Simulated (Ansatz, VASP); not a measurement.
## In2O3: VASP beside Ansatz

INCAR

```
PREC = Accurate
ENCUT = 520
EDIFF = 1E-8
ISMEAR = 0
SIGMA = 0.01
LREAL = Auto
LASPH = True
NELM = 100
ALGO = Fast
ISIF = 2
LWAVE = False
LCHARG = False
GGA = PE
LEFG = True
NBANDS = 202
```

File KPOINTS:

```
regular mesh
0
Gamma
  3 3 3
```

File POSCAR:

```
In2O3
1.0
   -5.4870000000     -3.1679209270      4.8366666667
    5.4870000000     -3.1679209270      4.8366666667
    0.0000000000      6.3358418540      4.8366666667
In O
16 24
Direct
    0.3579101234      0.3579101234      0.3579101234
    0.8579101234      0.8579101234      0.3579101234
    0.8579101234      0.3579101234      0.8579101234
    0.3579101234      0.8579101234      0.8579101234
    0.1420898766      0.1420898766      0.1420898766
    0.6420898766      0.6420898766      0.1420898766
    0.6420898766      0.1420898766      0.6420898766
    0.1420898766      0.6420898766      0.6420898766
    0.6420898766      0.6420898766      0.6420898766
    0.1420898766      0.1420898766      0.6420898766
    0.1420898766      0.6420898766      0.1420898766
    0.6420898766      0.1420898766      0.1420898766
    0.8579101234      0.8579101234      0.8579101234
    0.3579101234      0.3579101234      0.8579101234
    0.3579101234      0.8579101234      0.3579101234
    0.8579101234      0.3579101234      0.3579101234
    0.6020345899      0.3979654101      0.7500000000
    0.1020345899      0.8979654101      0.7500000000
    0.1020345899      0.3979654101      0.2500000000
    0.6020345899      0.8979654101      0.2500000000
    0.7500000000      0.6020345899      0.3979654101
    0.2500000000      0.1020345899      0.3979654101
    0.2500000000      0.6020345899      0.8979654101
    0.7500000000      0.1020345899      0.8979654101
    0.3979654101      0.7500000000      0.6020345899
    0.8979654101      0.2500000000      0.6020345899
    0.8979654101      0.7500000000      0.1020345899
    0.3979654101      0.2500000000      0.1020345899
    0.3979654101      0.6020345899      0.2500000000
    0.8979654101      0.1020345899      0.2500000000
    0.8979654101      0.6020345899      0.7500000000
    0.3979654101      0.1020345899      0.7500000000
    0.2500000000      0.3979654101      0.6020345899
    0.7500000000      0.8979654101      0.6020345899
    0.7500000000      0.3979654101      0.1020345899
    0.2500000000      0.8979654101      0.1020345899
    0.6020345899      0.2500000000      0.3979654101
    0.1020345899      0.7500000000      0.3979654101
    0.1020345899      0.2500000000      0.8979654101
    0.6020345899      0.7500000000      0.8979654101
```

Input for Ansatz:

```yaml
crystal:
  lattice:
    - [-5.487, -3.167920927, 4.8366666667]
    - [5.487, -3.167920927, 4.8366666667]
    - [0.0, 6.335841854, 4.8366666667]
  atoms:
    - { symbol: In, position: [0.3579101234, 0.3579101234, 0.3579101234] }
    - { symbol: In, position: [0.8579101234, 0.8579101234, 0.3579101234] }
    - { symbol: In, position: [0.8579101234, 0.3579101234, 0.8579101234] }
    - { symbol: In, position: [0.3579101234, 0.8579101234, 0.8579101234] }
    - { symbol: In, position: [0.1420898766, 0.1420898766, 0.1420898766] }
    - { symbol: In, position: [0.6420898766, 0.6420898766, 0.1420898766] }
    - { symbol: In, position: [0.6420898766, 0.1420898766, 0.6420898766] }
    - { symbol: In, position: [0.1420898766, 0.6420898766, 0.6420898766] }
    - { symbol: In, position: [0.6420898766, 0.6420898766, 0.6420898766] }
    - { symbol: In, position: [0.1420898766, 0.1420898766, 0.6420898766] }
    - { symbol: In, position: [0.1420898766, 0.6420898766, 0.1420898766] }
    - { symbol: In, position: [0.6420898766, 0.1420898766, 0.1420898766] }
    - { symbol: In, position: [0.8579101234, 0.8579101234, 0.8579101234] }
    - { symbol: In, position: [0.3579101234, 0.3579101234, 0.8579101234] }
    - { symbol: In, position: [0.3579101234, 0.8579101234, 0.3579101234] }
    - { symbol: In, position: [0.8579101234, 0.3579101234, 0.3579101234] }
    - { symbol: O, position: [0.6020345899, 0.3979654101, 0.75] }
    - { symbol: O, position: [0.1020345899, 0.8979654101, 0.75] }
    - { symbol: O, position: [0.1020345899, 0.3979654101, 0.25] }
    - { symbol: O, position: [0.6020345899, 0.8979654101, 0.25] }
    - { symbol: O, position: [0.75, 0.6020345899, 0.3979654101] }
    - { symbol: O, position: [0.25, 0.1020345899, 0.3979654101] }
    - { symbol: O, position: [0.25, 0.6020345899, 0.8979654101] }
    - { symbol: O, position: [0.75, 0.1020345899, 0.8979654101] }
    - { symbol: O, position: [0.3979654101, 0.75, 0.6020345899] }
    - { symbol: O, position: [0.8979654101, 0.25, 0.6020345899] }
    - { symbol: O, position: [0.8979654101, 0.75, 0.1020345899] }
    - { symbol: O, position: [0.3979654101, 0.25, 0.1020345899] }
    - { symbol: O, position: [0.3979654101, 0.6020345899, 0.25] }
    - { symbol: O, position: [0.8979654101, 0.1020345899, 0.25] }
    - { symbol: O, position: [0.8979654101, 0.6020345899, 0.75] }
    - { symbol: O, position: [0.3979654101, 0.1020345899, 0.75] }
    - { symbol: O, position: [0.25, 0.3979654101, 0.6020345899] }
    - { symbol: O, position: [0.75, 0.8979654101, 0.6020345899] }
    - { symbol: O, position: [0.75, 0.3979654101, 0.1020345899] }
    - { symbol: O, position: [0.25, 0.8979654101, 0.1020345899] }
    - { symbol: O, position: [0.6020345899, 0.25, 0.3979654101] }
    - { symbol: O, position: [0.1020345899, 0.75, 0.3979654101] }
    - { symbol: O, position: [0.1020345899, 0.25, 0.8979654101] }
    - { symbol: O, position: [0.6020345899, 0.75, 0.8979654101] }
kpoints:
  mp_grid: { grid: [3, 3, 3] }
scf:
  occupations: { method: fixed }
hamiltonian:
  xc: pbe
  pseudopotentials: { kind: paw }
output:
  forces: true
  efg:
    quadrupole_moments_barn: { In: 0.772, O: -0.02558 }
    contact_densities: true
  core_levels:
    shells: { In: "3d", O: "1s" }
    counted_from: valence_top
    eps_inf: [4.954, 4.954, 4.73]
    add_spin: false
```

Alike in both runs: task electric field gradients; functional PBE; k mesh 3 × 3 × 3; no spin polarisation.

```csv
,VASP,Ansatz
version,VASP 6.6.1,Ansatz 0.2.0
potentials or method,"VASP PAW PBE potentials, release 64 (In_d, O)","plane-wave PAW, scalar-relativistic"
plane-wave cutoff (eV),520,420
occupations,"gaussian, width 0.01 eV",fixed
valence electrons in the cell,352,352
```

Ansatz gave:

| Property | Result |
| --- | --- |
| gap on the k mesh at the Fermi level (eV) | 1.29 |
| rms of the force components (eV/Å) | 0.005 |
| Vzz of the field gradient on the site that differs most (V/Å²) | 48.1 |

What did VASP give for the same quantities?

gap on the k mesh at the Fermi level (eV): 1.28; rms of the force components (eV/Å): 0.013; Vzz of the field gradient on the site that differs most (V/Å²): 45.8.

Atom by atom the forces differ by 0.008 eV/Å (rms over components). Ansatz warned: «gradients_without_spin_orbit».

Caveats: spin-orbit coupling is left out, which moves the levels of the heavy elements; an odd mesh through Γ misses points on the zone boundary, where band edges often lie. Expect the measured gap to be larger: semilocal functionals such as PBE lack the derivative discontinuity.
